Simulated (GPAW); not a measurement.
Crystal: Ta.

```
Ta
1.0
    -1.65128    1.65128    1.65128
     1.65128   -1.65128    1.65128
     1.65128    1.65128   -1.65128
Ta
1
Direct
  0.00000 0.00000 0.00000
```

- Program: GPAW 26.7.0
- Task: relaxation of cell and atoms
- Functional: PBEsol
- Dispersion: D4
- Potentials or basis: PAW data sets generated in the run's folder for this functional
- Cutoff: 600 eV
- Basis: pw
- k mesh: 11 × 11 × 11
- Occupations: fermi-dirac, width 0.05 eV
- Spin: no spin polarisation

At the start: pressure -5.6 GPa; volume 18.01 Å³/atom.

Q: How do energy, volume and symmetry change on relaxing?

A: Over 3 steps the energy falls by 9.4 meV/atom and the volume is 17.52 Å³/atom (-2.7 %); space group Im-3m (No. 229, to 0.05 Å).

The path:
| step | energy change (eV) | largest force (eV/Å) | pressure (GPa) | volume (Å³) |
| --- | --- | --- | --- | --- |
| 1 | 0.0000 | 0.0000 | -5.61 | 18.01 |
| 2 | -0.0094 | 0.0000 | -0.13 | 17.53 |
| 3 | -0.0094 | 0.0000 | 0.00 | 17.52 |

Final structure:
```
CELL_PARAMETERS angstrom
-1.63614 1.63614 1.63614
1.63614 -1.63614 1.63614
1.63614 1.63614 -1.63614
ATOMIC_POSITIONS crystal
Ta 0.00000 0.00000 0.00000
```

Caveat: later steps reuse the first step's grids; pairwise dispersion overbinds metals, which lowers pressure and volume.
